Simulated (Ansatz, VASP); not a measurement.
# AlN: VASP beside Ansatz

Contents of INCAR:

```
PREC = Accurate
ENCUT = 520
EDIFF = 1E-6
ISMEAR = 0
SIGMA = 0.05
LREAL = F
LASPH = T
NELM = 60
ALGO = Normal
ISIF = 2
LWAVE = F
LCHARG = F
GGA = PS
NBANDS = 11
```

Contents of KPOINTS:

```
Automatic mesh
0
Gamma
  10 10 10
```

POSCAR

```
AlN
1.0
   -0.0606681610      2.0222720330      2.0222720330
    1.9616038720      0.0000000000      1.9616038720
    2.0222720330      2.0222720330     -0.0606681610
Al N
1 1
Direct
    0.5000000000      0.5000000000      0.5000000000
    0.0000000000      0.0000000000      0.0000000000
```

Input for Ansatz:

```yaml
crystal:
  lattice:
    - [-0.060668161, 2.022272033, 2.022272033]
    - [1.961603872, 0.0, 1.961603872]
    - [2.022272033, 2.022272033, -0.060668161]
  atoms:
    - { symbol: Al, position: [0.5, 0.5, 0.5] }
    - { symbol: "N", position: [0.0, 0.0, 0.0] }
basis:
  ecutwfc: 520.0
kpoints:
  mp_grid: { grid: [10, 10, 10] }
hamiltonian:
  xc: pbesol
  pseudopotentials: { kind: paw, azcp: { folder: soft_1 } }
scf:
  occupations: { method: gaussian, width: 0.05 }
output:
  forces: true
  stress: true
  eigenvalues: true
```

Change from the starting cell: engineering shear strain xz -0.0600, engineering shear strain yz +0.0000.

Alike in both runs: task single point; functional PBEsol; k mesh 10 × 10 × 10; occupations gaussian, width 0.05 eV; no spin polarisation.

|  | VASP | Ansatz |
| --- | --- | --- |
| version | VASP 6.6.1 | Ansatz 0.2.0 |
| potentials or method | VASP PAW PBE potentials, release 64 (Al, N) | scalar-relativistic, plane waves, PAW |
| plane-wave cutoff (eV) | 520 | 520 |
| valence electrons in the cell | 8 | 8 |

Ansatz gave:

| Quantity | Value |
| --- | --- |
| gap on the k mesh at the Fermi level (eV) | 3.39 |
| least direct gap on the mesh (eV) | 5.07 |
| pressure (GPa) | 0.5 |
| largest component of the traceless stress (GPa) | 18.78 |

**Question.** What did VASP give for the same quantities?

**Answer.** gap on the k mesh at the Fermi level (eV): 3.39; least direct gap on the mesh (eV): 5.09; pressure (GPa): 0.5; largest component of the traceless stress (GPa): 18.80.

Ansatz warned: «pseudo_functional_mismatch».

Caveats: the PAW data sets were made with another functional, which shifts forces and pressure a little (VASP). A k mesh can miss the band edges.
